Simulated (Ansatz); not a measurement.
Runs of Ansatz 0.2.0 on Na. It takes space group Im-3m (No. 229, cubic). The conventional cell has a = 4.282 Å, b = 4.282 Å, c = 4.282 Å, α = 90.00°, β = 90.00°, γ = 90.00°. Na (site symmetry m-3m) is surrounded by 8 Na at 3.71 Å. 

```csv
task,level,potentials or basis,spin,cell,k mesh,cutoff (eV),smearing,points for each segment of the path,other keys,gap on the mesh (eV),pressure (GPa)
Wannier functions,revPBE,SPMS NC,off,as given,9 × 9 × 9,653,fermi-dirac 0.1 eV,-,-,none,-
ladder of functionals,LDA,Ansatz PAW polarizable,"non-collinear, ferromagnetic start",as given,9 × 9 × 9,420,tetrahedron,-,-,none,-1.1
projected density of states,SVWN5,SPMS NC,off,as given,9 × 9 × 9,800,fermi-dirac 0.1 eV,-,basis.ecutwfc = 58.8 Ry,none,(b)
density of states,PBE+D4,Ansatz PAW,off,volume scaled by 1.04,6 × 6 × 6,420,fermi-dirac 0.01 eV,-,scf.n_extra_bands = 8; scf.mixing.algorithm = msr1; …,none,(a)
band structure,revPBE,SPMS NC,off,cell strained at random at fixed volume,7 × 7 × 7,653,gaussian 0.025 eV,14,-,none,0.1
density of states,revPBE+D3(BJ)-ATM,PseudoDojo stringent (PBE files),off,volume scaled by 1.25,9 × 9 × 9,1197,cold 0.05 eV,-,scf.n_extra_bands = 2; hamiltonian.xc = revpbe; …,none,-1.7
density of states,rPW86-PBE+D4,JTH PAW,off,as given,6 × 6 × 6,1440,fermi-dirac 0.05 eV,-,-,none,-0.5
electric field gradients,PBE0,JTH PAW,off,as given,6 × 6 × 6,1440,fermi-dirac 0.01 eV,-,-,none,-0.1
```

Problem. Fill in the values left out.

Solution. (a) -0.6; (b) -1.0.

Caveats: the potentials were made for another functional, which shifts forces and pressure (some runs); pairwise dispersion overbinds metals, which lowers pressure and volume (some runs); the PAW data sets come from PBE, with cores solved anew for the run's functional, which leaves a small shift of forces and pressure (some runs); with tetrahedron occupations forces and stress needn't match the slope of the energy (some runs); the starting moments weren't kept (some runs); the thresholds are loose for stress (some runs).

A gap of «none» marks a metal or a gap under the smearing width.
